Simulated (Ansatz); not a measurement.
Calibrating PBE0-D4/def2-TZVPP on O-containing radicals

The atomisation energy (no zero-point term) in kJ/mol of 6 O-containing radicals: x at PBE0-D4/def2-TZVPP, y at CCSD(T)/CBS estimate. Shapes, held fixed at every level: PBE0-D4/def2-TZVP. Flexible molecules stand in one conformer, not always the lowest. Programs: Ansatz 0.2.0.

| molecule | x (kJ/mol) | y (kJ/mol) |
| --- | --- | --- |
| Si2H5O2 (SMILES O[SiH2]O[SiH2]) | 3056 | 3126 |
| C2H5OS (SMILES [CH2]S(C)=O) | 3152 | 3123 |
| C3H6O (SMILES C[C](C)[O]) | 3805 | ? |
| C2H7OSi (SMILES [CH2]C[SiH2]O) | 3988 | 3996 |
| CH7O2Si2 (SMILES O[SiH]C[SiH2]O) | 4237 | 4284 |
| C2H6BO2 (SMILES CO[B]OC) | 4369 | 4336 |

Q: Fit y = c + s·x to the known rows and predict y for C3H6O.

A: 
1. Means of the 5 rows: x = 3760.40, y = 3773.0.
2. Σ(Δx)² = 1515673, Σ(Δx·Δy) = 1488146, so the slope is 1488146/1515673 = 0.98184.
3. Intercept: 3773.0 − (0.98184) × 3760.40 = 80.9. The largest residual of the fit is 53.
4. C3H6O: 80.9 + 0.98184 × 3805 = 3817 kJ/mol.

CCSD(T)/CBS estimate gives 3744 kJ/mol, so the prediction is off by +73 kJ/mol, more than the largest residual. Uncorrected, PBE0-D4/def2-TZVPP misses C3H6O by +61 kJ/mol, and the other rows by 37 on average. The line makes this one worse. Left out in turn, the other rows are missed by 64 kJ/mol on average, worse than no correction. Open shells run unrestricted. The CBS estimate extrapolates MP2 from def2-TZVPP and def2-QZVPP and adds CCSD(T) − MP2 in the triple-zeta set, cores frozen.
